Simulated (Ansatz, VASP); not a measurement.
# Two plane-wave programs on Se

File INCAR:

```
SYSTEM = Se
ALGO = Normal
EDIFF = 1E-6
ENCUT = 520
GGA = CA
ISIF = 2
ISMEAR = -1
LASPH = .TRUE.
LCHARG = .FALSE.
LREAL = .FALSE.
LWAVE = .FALSE.
NBANDS = 16
NELM = 60
PREC = Accurate
SIGMA = 0.6
```

KPOINTS

```
k-points
0
G
  9 9 6
  0 0 0
```

Contents of POSCAR:

```
Se
1.0
    3.9534579885      0.0000000000      0.0000000000
   -1.9767289943      3.4237950508      0.0000000000
    0.0000000000      0.0000000000      5.1205317866
Se
3
Direct
    0.2543546533      1.0000000000      0.3333333333
    1.0000000000      0.2543546533      0.6666666667
    0.7456453467      0.7456453467      1.0000000000
```

Input for Ansatz:

```yaml
crystal:
  lattice:
    - [3.9534579885, 0.0, 0.0]
    - [-1.9767289943, 3.4237950508, 0.0]
    - [0.0, 0.0, 5.1205317866]
  atoms:
    - { symbol: Se, position: [0.2543546533, 1.0, 0.3333333333] }
    - { symbol: Se, position: [1.0, 0.2543546533, 0.6666666667] }
    - { symbol: Se, position: [0.7456453467, 0.7456453467, 1.0] }
hamiltonian:
  xc: lda
  pseudopotentials:
    kind: paw
    azcp:
      Se: "pseudopotentials/Se.paw.azcp"
basis:
  ecutwfc: 420
  fft_grid_basis: typed
kpoints:
  mp_grid: { grid: [9, 9, 6], shift: [0, 0, 0] }
magnetization:
  spin_polarized: false
scf:
  occupations: { method: fermi_dirac, width: 0.6 }
  lower_state_search: "off"
output:
  stress: true
  write_density: true
  write_potential: true
  elf: true
  volumetric_format: npy
```

Alike in both runs: task single point; functional LDA; k mesh 9 × 9 × 6; occupations fermi-dirac, width 0.6 eV; no spin polarisation.

```csv
,VASP,Ansatz
version,VASP 6.6.1,Ansatz 0.2.0
potentials or method,"VASP PAW LDA potentials, release 64 (Se)","plane waves (420 eV) with PAW, scalar-relativistic"
plane-wave cutoff (eV),520,420
valence electrons in the cell,18,48
```

|  | VASP | Ansatz | Ansatz less VASP |
| --- | --- | --- | --- |
| pressure (GPa) | 2.5 | 2.2 | -0.22 |
| largest component of the traceless stress (GPa) | 1.15 | 1.06 | -0.087 |

The two sets of potentials don't hold the same shells in valence. Ansatz warned: «pseudo_functional_mismatch».
